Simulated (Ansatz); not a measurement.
Band table of CoSi (zincblende type)

```
CELL_PARAMETERS angstrom
0.00000 2.54443 2.54443
2.54443 0.00000 2.54443
2.54443 2.54443 0.00000
ATOMIC_POSITIONS crystal
Co 0.00000 0.00000 0.00000
Si 0.25000 0.25000 0.25000
```

The cell comes from a relaxation on PAW files under the same functional, begun from a prototype that needn't be the stable phase.

All numbers are PBE results (scalar-relativistic) from Ansatz 0.2.0, with a Γ-centred 14×14×14 k mesh, Fermi–Dirac smearing of 0.08 eV, spin-polarised from start moments Co1 1.7 μB. Methods: PAW: frozen-core files, cutoff 420 eV.

This run: the series' base cell.

The start moments died away, and the runs ended non-magnetic.

Path points, in fractions of the reciprocal vectors: Γ (0.000, 0.000, 0.000), X (-0.500, -0.500, 0.000), U (-0.375, -0.375, 0.250), K (-0.375, 0.000, 0.375), L (0.000, 0.000, 0.500), W (-0.500, -0.250, 0.250). The distance column jumps between branches of the path. Levels in eV from the Fermi level; bands 5 to 14, counted from the lowest band of the run. The gap is zero, the pressure -0.04 GPa.

```
# k(1/Å) point b5 b6 b7 b8 b9 b10 b11 b12 b13 b14
0.000 Γ -9.91 -2.31 -2.31 -2.31 -1.02 -1.02 6.43 6.43 6.43 7.70
0.154 - -9.83 -2.35 -2.29 -2.29 -1.05 -1.00 5.80 5.80 6.11 7.49
0.309 - -9.59 -2.48 -2.23 -2.23 -1.14 -0.97 4.83 4.83 5.40 6.99
0.463 - -9.20 -2.68 -2.14 -2.14 -1.26 -0.91 3.89 3.89 4.45 6.48
0.617 - -8.67 -2.94 -2.00 -2.00 -1.40 -0.83 3.02 3.02 3.31 6.11
0.772 - -8.02 -3.24 -1.82 -1.82 -1.52 -0.76 2.08 2.26 2.26 5.91
0.926 - -7.33 -3.60 -1.62 -1.62 -1.56 -0.70 0.94 1.64 1.64 5.86
1.080 - -6.69 -3.97 -1.52 -1.45 -1.45 -0.66 0.07 1.20 1.20 5.92
1.235 X -6.40 -4.16 -1.46 -1.37 -1.37 -0.65 -0.28 1.04 1.04 6.07
1.289 - -6.40 -4.15 -1.47 -1.38 -1.36 -0.65 -0.30 1.02 1.06 6.09
1.344 - -6.40 -4.12 -1.49 -1.39 -1.34 -0.67 -0.36 0.95 1.11 6.11
1.398 - -6.40 -4.07 -1.51 -1.41 -1.35 -0.70 -0.45 0.86 1.20 6.13
1.453 - -6.40 -4.00 -1.52 -1.43 -1.40 -0.73 -0.52 0.77 1.32 6.16
1.508 - -6.41 -3.92 -1.57 -1.49 -1.47 -0.77 -0.54 0.69 1.46 6.20
1.562 - -6.42 -3.82 -1.75 -1.50 -1.50 -0.81 -0.51 0.61 1.63 6.25
1.617 - -6.44 -3.70 -1.99 -1.54 -1.48 -0.85 -0.44 0.55 1.81 6.32
1.671 U -6.48 -3.57 -2.23 -1.59 -1.44 -0.89 -0.34 0.49 2.01 6.39
2.427 K -6.48 -3.57 -2.23 -1.59 -1.44 -0.89 -0.34 0.49 2.01 6.39
2.591 - -6.74 -3.15 -2.84 -1.71 -1.26 -1.01 0.07 0.38 2.69 6.70
2.755 - -7.24 -3.12 -2.73 -1.82 -1.11 -0.98 0.36 0.67 3.45 7.14
2.918 - -7.88 -3.10 -2.43 -1.93 -1.17 -0.84 0.83 1.34 4.26 7.73
3.082 - -8.54 -2.92 -2.27 -2.03 -1.19 -0.88 1.77 2.17 5.04 8.39
3.246 - -9.12 -2.70 -2.22 -2.14 -1.15 -0.96 2.98 3.17 5.70 8.62
3.410 - -9.55 -2.50 -2.25 -2.23 -1.09 -1.00 4.28 4.37 6.15 8.12
3.573 - -9.82 -2.36 -2.29 -2.29 -1.04 -1.01 5.55 5.67 6.37 7.81
3.737 Γ -9.91 -2.31 -2.31 -2.31 -1.02 -1.02 6.43 6.43 6.43 7.70
3.871 - -9.85 -2.34 -2.30 -2.30 -1.02 -1.02 5.62 6.21 6.21 7.95
4.004 - -9.67 -2.45 -2.26 -2.26 -1.04 -1.04 4.31 5.78 5.78 8.19
4.138 - -9.38 -2.61 -2.20 -2.20 -1.05 -1.05 2.98 5.34 5.34 8.14
4.272 - -8.98 -2.85 -2.15 -2.15 -1.03 -1.03 1.76 4.93 4.93 8.02
4.405 - -8.51 -3.17 -2.12 -2.12 -0.99 -0.99 0.74 4.56 4.56 7.88
4.539 - -8.01 -3.57 -2.10 -2.10 -0.93 -0.93 -0.01 4.27 4.27 7.76
4.673 - -7.58 -3.96 -2.10 -2.10 -0.88 -0.88 -0.44 4.08 4.08 7.67
4.806 L -7.40 -4.13 -2.10 -2.10 -0.86 -0.86 -0.58 4.01 4.01 7.64
4.915 - -7.37 -4.10 -2.12 -2.08 -0.86 -0.86 -0.58 3.76 3.91 7.66
5.024 - -7.28 -4.00 -2.19 -2.03 -0.90 -0.86 -0.57 3.16 3.63 7.61
5.134 - -7.14 -3.85 -2.31 -1.95 -0.97 -0.87 -0.53 2.45 3.18 7.62
5.243 - -6.96 -3.65 -2.45 -1.83 -1.09 -0.87 -0.46 1.75 2.65 7.76
5.352 - -6.76 -3.42 -2.60 -1.68 -1.24 -0.87 -0.38 1.09 2.13 8.03
5.461 - -6.57 -3.24 -2.70 -1.49 -1.39 -0.87 -0.32 0.55 1.68 8.38
5.570 - -6.43 -3.19 -2.67 -1.56 -1.23 -0.89 -0.39 0.25 1.37 8.73
5.679 W -6.37 -3.20 -2.62 -1.62 -1.03 -0.95 -0.52 0.20 1.25 8.90
5.756 - -6.37 -3.30 -2.49 -1.62 -1.02 -0.97 -0.52 0.23 1.25 8.67
5.834 - -6.38 -3.49 -2.25 -1.61 -1.02 -1.01 -0.51 0.32 1.24 8.18
5.911 - -6.38 -3.68 -1.98 -1.59 -1.09 -0.97 -0.51 0.46 1.22 7.65
5.988 - -6.39 -3.85 -1.73 -1.57 -1.16 -0.90 -0.50 0.62 1.19 7.15
6.065 - -6.39 -3.98 -1.55 -1.54 -1.23 -0.81 -0.47 0.78 1.15 6.73
6.142 - -6.40 -4.08 -1.51 -1.44 -1.29 -0.71 -0.41 0.91 1.10 6.39
6.219 - -6.40 -4.14 -1.48 -1.39 -1.35 -0.66 -0.32 1.01 1.06 6.16
6.297 X -6.40 -4.16 -1.46 -1.37 -1.37 -0.65 -0.28 1.04 1.04 6.07
```
